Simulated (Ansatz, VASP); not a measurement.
## Two plane-wave programs on PtS2

```
Pt S
1.0
     3.72036    0.00000    0.00000
    -1.86018    3.22193    0.00000
     0.00000    0.00000    4.91283
Pt S
1 2
Cartesian
  0.0000 0.0000 0.0000
  0.0000 2.1480 1.2282
  1.8602 1.0740 3.6846
```

Change from the starting cell: strain +0.050 along x and y, -0.025 along z, atoms carried along.

Alike in both runs: task single point; functional PBE; k mesh 12 × 12 × 8; occupations gaussian, width 0.05 eV; no spin polarisation.

|  | VASP | Ansatz |
| --- | --- | --- |
| version | VASP 6.6.1 | Ansatz 0.2.0 |
| potentials or method | VASP PAW PBE potentials, release 64 (Pt, S) | scalar-relativistic, plane waves, PAW |
| plane-wave cutoff (eV) | 520 | 420 |
| valence electrons in the cell | 22 | 30 |

|  | VASP | Ansatz | Ansatz less VASP |
| --- | --- | --- | --- |
| gap on the k mesh at the Fermi level (eV) | 0.17 | 0.17 | -0.004 |
| least direct gap on the mesh (eV) | 0.61 | 0.61 | -0.002 |
| pressure (GPa) | -8.6 | -8.3 | +0.32 |
| largest component of the traceless stress (GPa) | 4.04 | 3.93 | -0.112 |
| rms of the force components (eV/Å) | 0.420 | 0.407 | -0.0133 |

Atom by atom the forces differ by 0.013 eV/Å (rms over components). The two sets of potentials don't hold the same shells in valence.

Caveats: spin-orbit coupling is left out, which moves the levels of the heavy elements; the cell's inner coordinates are idealised or old, which leaves forces on the atoms.
